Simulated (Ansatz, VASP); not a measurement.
**One calculation of Mg3B6H, two programs**

```
B Mg H
1.0
     3.06169    0.00000    0.00000
     0.00000    3.50446    0.00000
     0.00000    0.00000   26.07067
B Mg H
6 3 1
Direct
  0.00000 0.50000 0.32604
  0.00000 0.50000 0.39384
  0.50000 0.50000 0.42774
  0.50000 0.50000 0.49604
  0.00000 0.50000 0.53078
  0.00000 0.50000 0.59325
  0.50000 0.00000 0.35994
  0.00000 0.00000 0.46197
  0.50000 0.00000 0.56652
  0.00000 0.50000 0.63931
```

Alike in both runs: functional PBEsol; k mesh 9 × 8 × 1; occupations gaussian, width 0.1 eV; no spin polarisation.

Ansatz relaxed the structure, and its values are those at the end. VASP's run is a single point on that final structure, the one shown.

|  | VASP | Ansatz |
| --- | --- | --- |
| version | VASP 6.6.1 | Ansatz 0.2.0 |
| potentials or method | VASP PAW PBE potentials, release 64 (B, Mg, H) | scalar-relativistic, plane waves, PAW |
| plane-wave cutoff (eV) | 520 | 420 |
| valence electrons in the cell | 25 | 49 |

|  | VASP | Ansatz | Ansatz less VASP |
| --- | --- | --- | --- |
| gap on the k mesh at the Fermi level (eV) | none | none | - |
| rms of the force components (eV/Å) | 0.371 | 0.374 | +0.0027 |
| work function, face that differs most (eV) | 4.28 | 4.28 | -0.003 |

A gap of «none» marks a metal or a gap that the smearing closes. The two sets of potentials don't hold the same shells in valence.

Caveats: the PAW data sets were made with another functional, which shifts forces and pressure a little (VASP).
